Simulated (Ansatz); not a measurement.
**ZrO2 (Fm-3m): convergence test of the plane-wave cutoff**

Wanted for ZrO2 (Fm-3m): a convergence test of the plane-wave cutoff.

The COD entry's cell or inner coordinates are ideal or old and differ from later refinements, so a difference from it is no clean test against experiment.

All numbers are computed with the Python package of Ansatz 0.2.0. Level of theory: DFT PBE, plane waves, PAW.

**1. The system**

It takes space group Fm-3m (No. 225, cubic). The conventional cell has a = 5.070 Å, b = 5.070 Å, c = 5.070 Å, α = 90.00°, β = 90.00°, γ = 90.00°. Around Zr (site symmetry m-3m) lie 8 O at 2.20 Å. O (site symmetry -43m) is surrounded by 4 Zr at 2.20 Å.

zro2.vasp, read by the script:

```text
ZrO2
1.0
   0.00000000    2.53500000    2.53500000
   2.53500000    0.00000000    2.53500000
   2.53500000    2.53500000    0.00000000
Zr O
1 2
Direct
   0.00000000    0.00000000    0.00000000
   0.25000000    0.25000000    0.25000000
   0.75000000    0.75000000    0.75000000
```

**2. The script**

Input file ecut_zro2.py:

```python
# -*- coding: utf-8 -*-
"""Convergence of ZrO2 with the plane-wave cutoff."""

import ansatz as az
from ase.io import read
import matplotlib.pyplot as plt

SMEARING = "Fixed"
XC = "pbe"


def main():
    atoms = read("zro2.vasp", format="vasp")
    structure = az.Crystal.from_ase(atoms)

    calculation = structure.calculation()
    calculation = calculation.kpoints(6, center="gamma").occupations(SMEARING)
    calculation = calculation.functional(XC)

    rows = []
    for value in [250, 350, 450, 550, 650]:
        rep = calculation.basis(value).run(threads=1).report
        rows.append((value, rep["free_energy_ev"] / len(rep["lattice"]["sites"]), rep["n_iterations"], rep["n_pw"]))

    print(" cutoff (eV)   F/atom (eV)    iterations   plane waves")
    for row in rows:
        print(f"{str(row[0]):>12s}  {row[1]:12.5f}  {row[2]:12d}  {row[3]:12d}")

    # differences from the last row
    for row in rows[:-1]:
        shift = 1000 * (row[1] - rows[-1][1])
        print(f"{row[0]}: {shift:+.2f} meV/atom" + ("  (within 2 meV)" if abs(shift) < 2 else ""))
    plt.figure(figsize=(4.5, 3))
    plt.plot([str(row[0]) for row in rows], [1000 * (row[1] - rows[-1][1]) for row in rows], "o-")
    plt.xlabel("cutoff (eV)")
    plt.ylabel("F - F(last) (meV/atom)")
    plt.tight_layout()
    plt.savefig("ecut.png", dpi=100)


if __name__ == "__main__":
    main()
```

**3. The input behind the calls**

The package turns the script's settings into the engine's input (first run):

```yaml
crystal:
  lattice:
    - [0.0, 2.535, 2.535]
    - [2.535, 0.0, 2.535]
    - [2.535, 2.535, 0.0]
  atoms:
    - { symbol: Zr, position: [0.0, 0.0, 0.0] }
    - { symbol: O, position: [0.25, 0.25, 0.25] }
    - { symbol: O, position: [0.75, 0.75, 0.75] }
basis:
  ecutwfc: 250.0
kpoints:
  mp_grid:
    grid: [6, 6, 6]
    shift: [0.0, 0.0, 0.0]
hamiltonian:
  xc: pbe
scf:
  occupations:
    method: fixed
```

**4. Launch**

Command:

```sh
$ python ecut_zro2.py
```

**Question.** How fast does the energy converge with the cutoff (threshold 2 meV an atom)?

The runs gave:

| quantity | value |
| --- | --- |
| runs compared | 5 |
| last run but one, from the last | +0.44 meV/atom |
| within 5 meV/atom of the last run from | 450 |

In words: Runs 1, 2: each has a cutoff under the recommended one, so what rests on them isn't a property of the system. From 450 eV on it stays within 2 meV an atom of the value at 650 eV; the first row (250 eV) is off by 1344.5 meV and the last but one by 0.44 meV. The energy falls steadily, as expected when plane waves are added. Spin is left out of this run. Of the deposited cell: the entry's cell lengths or inner coordinates differ somewhat from later room-temperature determinations. Shifts are counted from the last row, which is itself no proven limit.
